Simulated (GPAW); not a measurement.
# Ni (Im-3m) in GPAW: a series of runs

Runs on Ni. Level: r2SCAN+U. Tasks: single point.

Everything below comes from runs of GPAW 26.7.0. Logs are shortened: lines on timing, memory, paths and dates and some standing lists are left out, and cuts for length are marked. The log counts tension as positive stress, the text compression.

## 1. The crystal as given

It takes space group Im-3m (No. 229, cubic). Conventional cell: a = 2.767 Å, b = 2.767 Å, c = 2.767 Å, α = 90.00°, β = 90.00°, γ = 90.00°. Ni (site symmetry m-3m) has 8 Ni at 2.40 Å as nearest neighbours.

This isn't the form of Ni at room conditions, which is fcc.

## 2. Single point, r2SCAN+U, collinear spin, ferromagnetic start

The input, run.py:

```python
from ase.dft.bandgap import bandgap
from ase.io import read, write
from ase.units import GPa
from gpaw import GPAW, PW

atoms = read('POSCAR')
atoms.set_initial_magnetic_moments([1.0])

calc = GPAW(mode=PW(600),
            xc='MGGA_X_R2SCAN+MGGA_C_R2SCAN',
            kpts={'size': (13, 13, 13), 'gamma': True},
            occupations={'name': 'fermi-dirac', 'width': 0.05},
            setups={'Ni': ':d,2.0'},
            nbands=17,
            convergence={'density': 1e-05, 'energy': 1e-05},
            maxiter=150,
            txt='gpaw.txt')
atoms.calc = calc
energy = atoms.get_potential_energy()
forces = atoms.get_forces()
stress = atoms.get_stress()
calc.write('gs.gpw')
write('result.traj', atoms)
print(f'Energy: {energy:.6f} eV')
print('Forces (eV/A):')
print(forces.round(4))
print('Stress (GPa):', (stress / GPa).round(3))
print('Moments:', calc.get_magnetic_moments().round(3))
print('Fermi level:', round(calc.get_fermi_level(), 4), 'eV')
print(f'Gap: {bandgap(calc)[0]:.4f} eV, direct: {bandgap(calc, direct=True)[0]:.4f} eV')
```

The input, POSCAR:

```
Ni
1.0
   -1.3837154700      1.3837154700      1.3837154700
    1.3837154700     -1.3837154700      1.3837154700
    1.3837154700      1.3837154700     -1.3837154700
Ni
1
Direct
    0.0000000000      0.0000000000      0.0000000000
```

Potentials or basis: GPAW PAW data sets (gpaw-data 1.2.1), pw.

On the command line:

```
$ OMP_NUM_THREADS=1 python run.py
```

gpaw.txt:

```text
__  _  _
 | _ |_)|_||  |
 |__||  | ||/\| - 26.7.0

Input parameters:
  mode=PW(ecut=600.0),
  convergence={'density': 1e-05, 'energy': 1e-05},
  kpts=MonkhorstPack(size=(13, 13, 13), gamma=True),
  maxiter=150,
  nbands=17,
  occupations=Occupations(name='fermi-dirac', width=0.05),
  setups={'Ni': ':d,2.0'},
  xc=XC(name='MGGA_X_R2SCAN+MGGA_C_R2SCAN')

Diagonalizing LCAO Hamiltonian
Converting LCAO to pw mode

       Ni

Atoms  # Å, Bohr magnetons
|   | symbol |        x |        y |        z |    initial magnetic moments |
|---|--------|----------|----------|----------|-----------------------------|
| 0 |     Ni | 0.000000 | 0.000000 | 0.000000 | ( 0.0000,  0.0000,  1.0000) |

Unit cell  # Å
| periodic |         x |         y |         z |  lengths |     angles |
|----------|-----------|-----------|-----------|----------|------------|
|      yes | -1.383715 |  1.383715 |  1.383715 | 2.396665 | 109.471221 |
|      yes |  1.383715 | -1.383715 |  1.383715 | 2.396665 | 109.471221 |
|      yes |  1.383715 |  1.383715 | -1.383715 | 2.396665 | 109.471221 |

Number of symmetries: 48
Symmetry operations  # r_c * U_cc + t_c -> r_c
|    | kind |            matrix            |
|----|------|------------------------------|
|  0 |  σ   |  1, 1, 1,  0, 0,-1,  0,-1, 0 |
|  1 |  C4  |  1, 1, 1,  0, 0,-1, -1, 0, 0 |
|  2 |  C2  |  1, 1, 1,  0,-1, 0,  0, 0,-1 |
|  3 |  S6  |  1, 1, 1,  0,-1, 0, -1, 0, 0 |
|  4 |  S6  |  1, 1, 1, -1, 0, 0,  0, 0,-1 |
|  5 |  C4  |  1, 1, 1, -1, 0, 0,  0,-1, 0 |
|  6 |  E   |  1, 0, 0,  0, 1, 0,  0, 0, 1 |
|  7 |  σ   |  1, 0, 0,  0, 1, 0, -1,-1,-1 |
|  8 |  σ   |  1, 0, 0,  0, 0, 1,  0, 1, 0 |
|  9 |  C3  |  1, 0, 0,  0, 0, 1, -1,-1,-1 |
| 10 |  C3  |  1, 0, 0, -1,-1,-1,  0, 1, 0 |
| 11 |  σ   |  1, 0, 0, -1,-1,-1,  0, 0, 1 |
| 12 |  σ   |  0, 1, 0,  1, 0, 0,  0, 0, 1 |
| 13 |  C2  |  0, 1, 0,  1, 0, 0, -1,-1,-1 |
| 14 |  C3  |  0, 1, 0,  0, 0, 1,  1, 0, 0 |
| 15 |  S4  |  0, 1, 0,  0, 0, 1, -1,-1,-1 |
| 16 |  S4  |  0, 1, 0, -1,-1,-1,  1, 0, 0 |
| 17 |  C3  |  0, 1, 0, -1,-1,-1,  0, 0, 1 |
| 18 |  C3  |  0, 0, 1,  1, 0, 0,  0, 1, 0 |
| 19 |  S4  |  0, 0, 1,  1, 0, 0, -1,-1,-1 |
| 20 |  σ   |  0, 0, 1,  0, 1, 0,  1, 0, 0 |
| 21 |  C3  |  0, 0, 1,  0, 1, 0, -1,-1,-1 |
| 22 |  C2  |  0, 0, 1, -1,-1,-1,  1, 0, 0 |
| 23 |  S4  |  0, 0, 1, -1,-1,-1,  0, 1, 0 |
| 24 |  C4  |  0, 0,-1,  1, 1, 1,  0,-1, 0 |
| 25 |  σ   |  0, 0,-1,  1, 1, 1, -1, 0, 0 |
| 26 |  S6  |  0, 0,-1,  0,-1, 0,  1, 1, 1 |
| 27 |  C2  |  0, 0,-1,  0,-1, 0, -1, 0, 0 |
| 28 |  C4  |  0, 0,-1, -1, 0, 0,  1, 1, 1 |
| 29 |  S6  |  0, 0,-1, -1, 0, 0,  0,-1, 0 |
| 30 |  S6  |  0,-1, 0,  1, 1, 1,  0, 0,-1 |
| 31 |  C4  |  0,-1, 0,  1, 1, 1, -1, 0, 0 |
| 32 |  C4  |  0,-1, 0,  0, 0,-1,  1, 1, 1 |
| 33 |  S6  |  0,-1, 0,  0, 0,-1, -1, 0, 0 |
| 34 |  σ   |  0,-1, 0, -1, 0, 0,  1, 1, 1 |
| 35 |  C2  |  0,-1, 0, -1, 0, 0,  0, 0,-1 |
| 36 |  C2  | -1, 0, 0,  1, 1, 1,  0, 0,-1 |
| 37 |  S6  | -1, 0, 0,  1, 1, 1,  0,-1, 0 |
| 38 |  S6  | -1, 0, 0,  0, 0,-1,  1, 1, 1 |
| 39 |  C2  | -1, 0, 0,  0, 0,-1,  0,-1, 0 |
| 40 |  C2  | -1, 0, 0,  0,-1, 0,  1, 1, 1 |
| 41 |  i   | -1, 0, 0,  0,-1, 0,  0, 0,-1 |
| 42 |  S4  | -1,-1,-1,  1, 0, 0,  0, 1, 0 |
| 43 |  C3  | -1,-1,-1,  1, 0, 0,  0, 0, 1 |
| 44 |  C3  | -1,-1,-1,  0, 1, 0,  1, 0, 0 |
| 45 |  σ   | -1,-1,-1,  0, 1, 0,  0, 0, 1 |
| 46 |  S4  | -1,-1,-1,  0, 0, 1,  1, 0, 0 |
| 47 |  C2  | -1,-1,-1,  0, 0, 1,  0, 1, 0 |

BZ-sampling:
  Number of BZ points: 2197
  Number of IBZ points: 84

  Monkhorst-Pack size: [13, 13, 13]
  Monkhorst-Pack shift: [0, 0, 0]

K-points  # in reciprocal-cell coordinates
|     |                                coordinates |     weight |
|-----|--------------------------------------------|------------|
|   0 | (  0.00000000,   0.00000000,   0.00000000) | 0.00045517 |
|   1 | (  0.07692308,   0.00000000,   0.00000000) | 0.00546199 |
|   2 | (  0.07692308,   0.07692308,  -0.07692308) | 0.00273100 |
|   3 | (  0.15384615,   0.00000000,  -0.07692308) | 0.01092399 |
|   4 | (  0.15384615,   0.00000000,   0.00000000) | 0.00546199 |
|   5 | (  0.15384615,   0.07692308,  -0.07692308) | 0.01092399 |
|   6 | (  0.15384615,   0.15384615,  -0.15384615) | 0.00273100 |
|   7 | (  0.23076923,  -0.07692308,  -0.07692308) | 0.00364133 |
|   8 | (  0.23076923,   0.00000000,  -0.07692308) | 0.02184797 |
|   9 | (  0.23076923,   0.00000000,   0.00000000) | 0.00546199 |
| ... |                                            |            |
|  83 | (  0.46153846,   0.46153846,   0.46153846) | 0.00364133 |

Plane wave coefficients: 370
Cutoff: 600.0 eV

Spin-components: 2 (collinear spins)
Bands:           17
Projectors:      6
Spin-degeneracy: 1
Datatype:        complex128

Parallelization:
  kpt:    1
  domain: 1
  band:   1

Density:
  Valence electrons: 16.0
  Components: 2
  Grid points: [14 14 14]
  Charge: 0.0  # |e|

Potential:
  Grid points: [14 14 14]

species:
  Ni:
    name:    Nickel
    Z:       28.0
    valence: 16
    core:    12
    charge:  0.0  # [|e|]
    Hubbard: {U: 2.0,  # eV
              l: 2,
              scale: True}
    compensation charges:
      type: gauss
      rc: 0.36  # [Å]
      lmax: 2
    cutoffs:
      filter: 2.14  # [Å]
      core: 1.98  # [Å]
    projectors
    | kind |    occ | energy [eV] | rcut [Å] |
    |------|--------|-------------|----------|
    |   4s |  2.000 |      -5.642 |    1.164 |
    |   3p |  6.000 |     -71.394 |    1.207 |
    |   4p |  0.000 |      -1.226 |    1.207 |
    |   3d |  8.000 |      -8.875 |    1.138 |
    |    s |        |      21.570 |    1.164 |
    |    d |        |      18.337 |    1.138 |

    Using partial waves for Ni as LCAO basis

Reference energy: -41367.998447  # eV

eigensolver:
  PPCG
  Converge bands: occupied
  niter=2

density mixing:
  MSR1-Mixer
  Pratt-step length: 0.05
  Maximum mixing coefficient: 0.75
  Old densities: 10
  SVD Regularization: 0.005
  Good broyden scale: 1.0
  Trust region scale: 1.0
  Backstep threshold: 4.0
  History deletion threshold: 6.0
  Fourier metric: weight=20.0, sigma=0.015

occupation numbers:
  Fermi-Dirac:
    width: 0.0500  # eV

poisson solver:
  ecut: 4800.0  # eV

xc functional:
  name: MGGA_X_R2SCAN+MGGA_C_R2SCAN with 2 nearest neighbor stencil

convergence criteria:
- Maximum integral of absolute [dens]ity change: 1e-05 electrons / valence electron
- Maximum [total energy] change in last 3 cyles: 1e-05 eV / valence electron
- Maximum integral of absolute [eigenst]ate change: 4e-08 eV^2 / valence electron
maximum number of iterations: 150

SCF iterations
|iter     | |      energy | eigst |  dens |  magmom |
|---------|-|-------------|-------|-------|---------|
|iter:   1| |  -12.545305 | -0.06 |       |  +1.0009|
|iter:   2| |  -11.368257 | -1.83 | -1.43 |  +0.9890|
|iter:   3| |  -19.169748 | -0.91 | -1.34 |  +0.1619|
|iter:   4| |  -11.224164 | -0.96 | -0.61 |  +0.9290|
|iter:   5| |  -11.388823 | -2.79 | -1.33 |  +0.9024|
|iter:   6| |  -11.465972 | -3.36 | -1.65 |  +0.8119|
|iter:   7| |  -11.486331 | -4.04 | -1.87 |  +0.7738|
|iter:   8| |  -11.516427 | -3.69 | -2.03 |  +0.7035|
|iter:   9| |  -11.530441 | -4.07 | -2.40 |  +0.6565|
|iter:  10| |  -11.534918 | -5.01 | -2.49 |  +0.6576|
|iter:  11| |  -11.541412 | -4.41 | -2.59 |  +0.6572|
|iter:  12| |  -11.541985 | -4.60 | -2.96 |  +0.6528|
|iter:  13| |  -11.541882 | -5.14 | -2.93 |  +0.6587|
|iter:  14| |  -11.542105 | -5.72 | -3.37 |  +0.6608|
|iter:  15| |  -11.542089 | -7.41c| -4.22 |  +0.6607|
|iter:  16| |  -11.542085c| -8.10c| -4.62 |  +0.6607|
|iter:  17| |  -11.542082c| -7.84c| -5.07c|  +0.6608|

Converged in 17 steps
Energy contributions relative to reference atoms: (reference = -41367.998447)

Energy contributions:
  Kinetic:          20.911053
  Coulomb:         -16.952670
  Zero:              0.054860
  External:          0.000000
  Xc:              -15.552973
  Entropy:          -0.004702
  Spinorbit:         0.000000
  ----------------------------
  Free energy:     -11.544433
  Extrapolated:    -11.542082

dipole moment: (-2.796337, -2.796337, -2.796337)  # |e|*Ang

Total magnetic moment: (0.000000, 0.000000, 0.660777)

Local magnetic moments
|        x |        y |        z |
|----------|----------|----------|
| 0.000000 | 0.000000 | 0.736703 |  # Ni   0

Fermi level: 8.551
Eigenvalues  # (at kpt = [0.000, 0.000, 0.000])
| band index |      eig [eV] | occ [0-1] |      eig [eV] | occ [0-1] |
|------------|---------------|-----------|---------------|-----------|
|          0 |       -57.184 |     1.000 |       -55.910 |     1.000 |
|          1 |       -57.184 |     1.000 |       -55.910 |     1.000 |
|          2 |       -57.184 |     1.000 |       -55.910 |     1.000 |
|          3 |        -0.844 |     1.000 |        -1.204 |     1.000 |
|          4 |         5.221 |     1.000 |         7.138 |     1.000 |
|          5 |         5.221 |     1.000 |         7.138 |     1.000 |
[... 9 lines left out ...]
|         15 |        42.299 |     0.000 |        42.662 |     0.000 |
|         16 |        42.299 |     0.000 |        42.662 |     0.000 |

No gap
No difference between direct/indirect transitions

Forces  # eV/Ang
|        x |        y |        z |
|----------|----------|----------|
| -0.00000 | -0.00000 | -0.00000 |  # Ni   0

Stress tensor  # eV/Ang^3
|         x |         y |         z |
|-----------|-----------|-----------|
| -0.018645 | -0.000000 | -0.000000 |
| -0.000000 | -0.018645 | -0.000000 |
| -0.000000 | -0.000000 | -0.018645 |

# Writing to gs.gpw (mode='')
```

Wall time 1.8 min (1 thread of Arm Neoverse V1, shared host); peak memory 0.22 GiB.

Results:

```
Free energy            : -11.5444 eV
Pressure               : 3.0 GPa
Band gap on the k mesh : none (metal or under the smearing width)
Net moment             : 0.66 μB per cell
Site moments           : Ni +0.74 μB
```

Levels at points of the mesh, in eV from the Fermi level:
Spin up:
```csv
k point,band 4,band 5,band 6,band 7,band 8,band 9,band 10,band 11,band 12,band 13
"(0.00, 0.00, 0.00)",-9.39,-3.33,-3.33,-3.33,-1.63,-1.63,28.04,28.04,28.04,32.53
```
Spin down:
```csv
k point,band 6,band 7,band 8,band 9,band 10,band 11
"(0.00, 0.00, 0.00)",-1.41,-1.41,-1.01,-1.01,27.71,27.71
```

Caveat: the stock nickel data set gives pressures a few GPa off other programs; the PAW data sets were made with another functional, which shifts forces and pressure a little; the U is typed as a test and isn't derived for this compound.

## 3. Single point, r2SCAN+U, collinear spin, ferromagnetic start

run.py, as its differences from that of step 2:

```diff
@@ -12,3 +12,3 @@
             occupations={'name': 'fermi-dirac', 'width': 0.05},
-            setups={'Ni': ':d,2.0'},
+            setups={'Ni': ':d,3.0'},
             nbands=17,
```

POSCAR is that of step 2.

Potentials or basis: GPAW PAW data sets (gpaw-data 1.2.1), pw.

On the command line:

```
$ OMP_NUM_THREADS=1 python run.py
```

gpaw.txt:

```text
__  _  _
 | _ |_)|_||  |
 |__||  | ||/\| - 26.7.0

Input parameters:
  mode=PW(ecut=600.0),
  convergence={'density': 1e-05, 'energy': 1e-05},
  kpts=MonkhorstPack(size=(13, 13, 13), gamma=True),
  maxiter=150,
  nbands=17,
  occupations=Occupations(name='fermi-dirac', width=0.05),
  setups={'Ni': ':d,3.0'},
  xc=XC(name='MGGA_X_R2SCAN+MGGA_C_R2SCAN')

Diagonalizing LCAO Hamiltonian
Converting LCAO to pw mode

       Ni

Atoms  # Å, Bohr magnetons
|   | symbol |        x |        y |        z |    initial magnetic moments |
|---|--------|----------|----------|----------|-----------------------------|
| 0 |     Ni | 0.000000 | 0.000000 | 0.000000 | ( 0.0000,  0.0000,  1.0000) |

Unit cell  # Å
| periodic |         x |         y |         z |  lengths |     angles |
|----------|-----------|-----------|-----------|----------|------------|
|      yes | -1.383715 |  1.383715 |  1.383715 | 2.396665 | 109.471221 |
|      yes |  1.383715 | -1.383715 |  1.383715 | 2.396665 | 109.471221 |
|      yes |  1.383715 |  1.383715 | -1.383715 | 2.396665 | 109.471221 |

Number of symmetries: 48
Symmetry operations  # r_c * U_cc + t_c -> r_c
|    | kind |            matrix            |
|----|------|------------------------------|
|  0 |  σ   |  1, 1, 1,  0, 0,-1,  0,-1, 0 |
|  1 |  C4  |  1, 1, 1,  0, 0,-1, -1, 0, 0 |
|  2 |  C2  |  1, 1, 1,  0,-1, 0,  0, 0,-1 |
|  3 |  S6  |  1, 1, 1,  0,-1, 0, -1, 0, 0 |
|  4 |  S6  |  1, 1, 1, -1, 0, 0,  0, 0,-1 |
|  5 |  C4  |  1, 1, 1, -1, 0, 0,  0,-1, 0 |
|  6 |  E   |  1, 0, 0,  0, 1, 0,  0, 0, 1 |
|  7 |  σ   |  1, 0, 0,  0, 1, 0, -1,-1,-1 |
|  8 |  σ   |  1, 0, 0,  0, 0, 1,  0, 1, 0 |
[... 166 lines left out ...]
|iter:  14| |  -11.000301 | -5.40 | -3.10 |  +0.6740|
|iter:  15| |  -11.000405 | -6.13 | -3.20 |  +0.6700|
|iter:  16| |  -11.000436c| -6.83 | -3.56 |  +0.6679|
|iter:  17| |  -11.000441c| -7.71c| -4.29 |  +0.6675|
|iter:  18| |  -11.000442c| -8.27c| -4.92 |  +0.6674|
|iter:  19| |  -11.000442c| -7.79c| -5.28c|  +0.6674|

Converged in 19 steps
Energy contributions relative to reference atoms: (reference = -41367.998447)

Energy contributions:
  Kinetic:          23.123770
  Coulomb:         -18.716795
  Zero:              0.046066
  External:          0.000000
  Xc:              -15.451532
  Entropy:          -0.003902
  Spinorbit:         0.000000
  ----------------------------
  Free energy:     -11.002393
  Extrapolated:    -11.000442

dipole moment: (-2.785539, -2.785539, -2.785539)  # |e|*Ang

Total magnetic moment: (0.000000, 0.000000, 0.667447)

Local magnetic moments
|        x |        y |        z |
|----------|----------|----------|
| 0.000000 | 0.000000 | 0.754868 |  # Ni   0

Fermi level: 8.484
Eigenvalues  # (at kpt = [0.000, 0.000, 0.000])
| band index |      eig [eV] | occ [0-1] |      eig [eV] | occ [0-1] |
|------------|---------------|-----------|---------------|-----------|
|          0 |       -57.015 |     1.000 |       -55.691 |     1.000 |
|          1 |       -57.015 |     1.000 |       -55.691 |     1.000 |
|          2 |       -57.015 |     1.000 |       -55.691 |     1.000 |
|          3 |        -0.794 |     1.000 |        -1.205 |     1.000 |
|          4 |         4.885 |     1.000 |         7.166 |     1.000 |
|          5 |         4.885 |     1.000 |         7.166 |     1.000 |
[... 9 lines left out ...]
|         15 |        42.054 |     0.000 |        42.682 |     0.000 |
|         16 |        42.054 |     0.000 |        42.682 |     0.000 |

No gap
No difference between direct/indirect transitions

Forces  # eV/Ang
|       x |       y |        z |
|---------|---------|----------|
| 0.00000 | 0.00000 | -0.00000 |  # Ni   0

Stress tensor  # eV/Ang^3
|         x |         y |         z |
|-----------|-----------|-----------|
| -0.015406 |  0.000000 |  0.000000 |
|  0.000000 | -0.015406 | -0.000000 |
|  0.000000 | -0.000000 | -0.015406 |

# Writing to gs.gpw (mode='')
```

stdout:

```text
Energy: -11.000442 eV
Forces (eV/A):
[[ 0.  0. -0.]]
Stress (GPa): [-2.468 -2.468 -2.468 -0.     0.     0.   ]
Moments: [0.755]
Fermi level: 8.4838 eV
Gap: 0.0000 eV, direct: 0.0000 eV
```

Run time: 2 min. Hardware: 1 thread of Arm Neoverse V1, shared host; peak memory 0.22 GiB.

Results:

* Free energy: -11.0024 eV
* Pressure: 2.5 GPa
* Band gap on the k mesh: none (metal or under the smearing width)
* Net moment: 0.67 μB per cell
* Site moments: Ni +0.75 μB

Caveat: the stock nickel data set gives pressures a few GPa off other programs; the PAW data sets were made with another functional, which shifts forces and pressure a little; the U is typed as a test and isn't derived for this compound. The state reached can hang on the start; a lower one may exist.

(Part 1 of 2 ends here.)
